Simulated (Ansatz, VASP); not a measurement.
**GaN in VASP and in Ansatz**

File INCAR:

```
SYSTEM = GaN
ALGO = Normal
EDIFF = 1E-7
EDIFFG = -0.04
ENCUT = 600
GGA = PE
IBRION = 2
ISIF = 3
ISMEAR = 0
LASPH = .TRUE.
LCHARG = .FALSE.
LREAL = .FALSE.
LWAVE = .FALSE.
NELM = 100
NSW = 90
PREC = Accurate
SIGMA = 0.1
```

KPOINTS

```
k-points
0
G
  8 8 8
  0 0 0
```

Contents of POSCAR:

```
GaN
1.0
    0.0000000000      1.9924999500      1.9924999500
    1.9924999500      0.0000000000      1.9924999500
    1.9924999500      1.9924999500      0.0000000000
Ga N
1 1
Direct
    0.5000000000      0.5000000000      0.5000000000
    0.0000000000      0.0000000000      0.0000000000
```

Input for Ansatz:

```yaml
crystal:
  lattice:
    - [0.0, 1.99249995, 1.99249995]
    - [1.99249995, 0.0, 1.99249995]
    - [1.99249995, 1.99249995, 0.0]
  atoms:
    - { symbol: Ga, position: [0.5, 0.5, 0.5] }
    - { symbol: "N", position: [0.0, 0.0, 0.0] }
basis:
  ecutwfc: 420
kpoints:
  mp_grid: { grid: [8, 8, 8] }
hamiltonian:
  xc: pbe
scf:
  occupations: { method: gaussian, width: 0.1 }
  lower_state_search: "off"
output:
  forces: true
  stress: true
  eigenvalues: true
relax:
  adjacent_minimum: "off"
  f_tol: 0.04
  max_steps: 70
  cell: { stress_tol: 0.4 }
```

Alike in both runs: task relaxation of cell and atoms; functional PBE; k mesh 8 × 8 × 8; occupations gaussian, width 0.1 eV; no spin polarisation.

```csv
,VASP,Ansatz
version,VASP 6.6.1,Ansatz 0.2.0
potentials or method,"VASP PAW PBE potentials, release 64 (Ga_d, N)","scalar-relativistic, plane waves, PAW"
plane-wave cutoff (eV),600,420
valence electrons in the cell,18,18
```

|  | VASP | Ansatz | Ansatz less VASP |
| --- | --- | --- | --- |
| gap on the k mesh at the Fermi level, each at its own relaxed structure (eV) | 0.39 | 0.44 | +0.053 |
| relaxed volume (Å³/atom) | 9.78 | 9.71 | -0.071 |
| relaxed cell length with the largest relative difference (Å) | 3.024 | 3.017 | -0.0073 |
| energy change over the relaxation (meV/atom) | -333 | -323 | +10.2 |

Caveats: the volume moved by over 15 % at a fixed basis, so the end points are rough (VASP). PBE usually gives volumes a little too large and moduli too small. Zero-point motion and thermal expansion aren't in these numbers.
